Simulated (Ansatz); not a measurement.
Take a crystal in which Tl has been replaced by Al on all its sites, with the cell rescaled by a rough guess (in some cases also distorted within its space group) and nothing relaxed:

```yaml
crystal:
  lattice:
    - [1.59394, 0.92026, 7.37471]
    - [-1.59394, 0.92026, 7.37471]
    - [0.00000, -1.84052, 7.37471]
  atoms:
    - { symbol: Al, position: [0.00000, 0.00000, 0.00000] }
    - { symbol: Al, position: [0.22094, 0.22094, 0.22094] }
    - { symbol: Al, position: [0.77906, 0.77906, 0.77906] }
```

All numbers below come from DFT PBE, scalar-relativistic, plane waves, PAW in Ansatz 0.2.0.

Cutoff 420 eV; k points 15×15×15 on the computed 3-atom cell (Γ-centred); Gaussian smearing, width 0.10 eV; no spin polarisation.

What pressure does the cell carry?

The pressure is -10.5 GPa (positive in compression), so the cell would contract.

Is it a metal on this mesh?

Yes, a band crosses the Fermi level.

This form isn't the element's structure at ambient conditions.